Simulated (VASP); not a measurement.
Wanted: the native input for a VASP 6.6.1 run.

```
Task                   : electron localisation function
Functional             : vdW-DF-cx
Potentials or basis    : VASP PAW PBE potentials, release 54 (Au, Cu)
Cutoff                 : 520 eV
k mesh                 : 9 × 9 × 7
Occupations            : methfessel-paxton, width 0.2 eV
Spin                   : no spin polarisation
Further INCAR settings : ALGO = Fast; EDIFF = 1e-07
```

The structure of CuAu lies in POSCAR:

```
CuAu
1.0
    2.8107494552      0.0000000000      0.0000000000
    0.0000000000      2.8107494552      0.0000000000
    0.0000000000      0.0000000000      3.6850000000
Au Cu
1 1
Direct
    0.0000000000      0.0000000000      0.0000000000
    0.5000000000      0.5000000000      0.5000000000
```

One way to write it, as run:

INCAR

```
SYSTEM = CuAu
  PREC = Accurate
  ENCUT = 520
  EDIFF = 1E-7
  ISMEAR = 1
  SIGMA = 0.2
  LREAL = .FALSE.
  LASPH = .TRUE.
  NELM = 100
  ALGO = Fast
  ISIF = 2
  LWAVE = .FALSE.
  LCHARG = .TRUE.
  GGA = CX
  LUSE_VDW = .TRUE.
  AGGAC = 0.0
  LELF = .TRUE.
```

KPOINTS

```
Automatic mesh
0
G
  9 9 7
  0 0 0
```

Potentials or basis: VASP PAW PBE potentials, release 54 (Au, Cu).

Run with:

```console
$ cat potpaw_PBE.54/Au/POTCAR potpaw_PBE.54/Cu/POTCAR > POTCAR
$ mpirun -np 1 vasp_std > vasp.out
```

It gave:

```
Pressure               : -2.1 GPa
Band gap on the k mesh : none (metal or under the smearing width)
```

Caveat: the PAW data sets were made with another functional, which shifts forces and pressure a little.

It took 43 s on 1 thread of Intel(R) Xeon(R) Platinum 8488C (Sapphire Rapids), on a shared host, peak memory 0.29 GiB.
